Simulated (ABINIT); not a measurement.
Crystal: Si2Mo.

```
Mo Si
1.0
    -1.60000    1.60000    3.93050
     1.60000   -1.60000    3.93050
     1.60000    1.60000   -3.93050
Mo Si
1 2
Direct
  0.00000 0.00000 0.00000
  0.66700 0.66700 0.00000
  0.33300 0.33300 0.00000
```

Program: ABINIT 10.8.3 (patched build). Alike in all runs: no spin polarisation; cell as given; smearing fermi-dirac 0.05 eV. Hardware: 1 thread of Arm Neoverse V1, on a shared host.

Task: Order these runs on this cell by their wall time, lowest first.
A. task single point; level r2SCAN; potentials or basis JTH PAW PBE v2.0; k mesh 5 × 5 × 5; cutoff (eV) 490; fine-grid cutoff 979.61 eV; mesh quality coarse
B. task single point; level PBEsol; potentials or basis JTH PAW PBE v2.0; k mesh 5 × 5 × 5; cutoff (eV) 408; fine-grid cutoff 816.342 eV; mesh quality coarse
C. task single point; level LDA; potentials or basis JTH PAW LDA v2.0; k mesh 10 × 10 × 10; cutoff (eV) 408; fine-grid cutoff 816.342 eV; mesh quality not flagged
D. task single point; level LDA; potentials or basis JTH PAW LDA v2.0; k mesh 5 × 5 × 5; cutoff (eV) 408; fine-grid cutoff 816.342 eV; mesh quality coarse
E. task band structure; level revPBE; potentials or basis JTH PAW PBE v2.0; k mesh 12 × 12 × 12; cutoff (eV) 408; fine-grid cutoff 816.342 eV; mesh quality not flagged

Result: D (17 s), B (40 s), C (91 s), A (220 s), E (480 s).

Caveats: some runs use coarse meshes.

Not every run made on this cell is shown here.
